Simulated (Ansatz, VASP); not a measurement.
**Two plane-wave programs on V**

The input INCAR:

```
ALGO = Normal
EDIFF = 1E-6
ENCUT = 520
GGA = RE
ISIF = 2
ISMEAR = -1
LASPH = T
LCHARG = F
LREAL = F
LWAVE = F
NBANDS = 20
NELM = 100
PREC = Accurate
SIGMA = 0.1
```

File KPOINTS:

```
k-points
0
Gamma
  15 15 8
```

POSCAR

```
V
1.0
    2.5962476619      0.0000000000      0.0000000000
   -1.2981238310      2.2484164297      0.0000000000
    0.0000000000      0.0000000000      4.6412236852
V
2
Direct
    0.3333333333      0.6666666667      0.2500000000
    0.6666666667      0.3333333333      0.7500000000
```

Input for Ansatz:

```yaml
crystal:
  lattice:
    - [2.5962476619, 0.0, 0.0]
    - [-1.298123831, 2.2484164297, 0.0]
    - [0.0, 0.0, 4.6412236852]
  atoms:
    - { symbol: V, position: [0.3333333333, 0.6666666667, 0.25] }
    - { symbol: V, position: [0.6666666667, 0.3333333333, 0.75] }
hamiltonian:
  xc: revpbe
  pseudopotentials:
    kind: paw
    azcp:
      V: "pseudopotentials/V.paw.azcp"
basis:
  ecutwfc: 420
  fft_grid_basis: typed
kpoints:
  mp_grid: { grid: [15, 15, 8], shift: [0, 0, 0] }
magnetization:
  spin_polarized: false
scf:
  occupations: { method: fermi_dirac, width: 0.1 }
  lower_state_search: "off"
output:
  stress: true
  write_density: true
  write_potential: true
  elf: true
  volumetric_format: npy
```

Alike in both runs: task single point; functional revPBE; k mesh 15 × 15 × 8; occupations fermi-dirac, width 0.1 eV; no spin polarisation.

|  | VASP | Ansatz |
| --- | --- | --- |
| version | VASP 6.6.1 | Ansatz 0.2.0 |
| potentials or method | VASP PAW PBE potentials, release 64 (V_sv) | plane waves (420 eV) with PAW, scalar-relativistic |
| plane-wave cutoff (eV) | 520 | 420 |
| valence electrons in the cell | 26 | 26 |

|  | VASP | Ansatz | Ansatz less VASP |
| --- | --- | --- | --- |
| pressure (GPa) | 7.6 | 7.3 | -0.26 |

Caveats: the PAW data sets were made with another functional, which shifts forces and pressure a little (VASP).
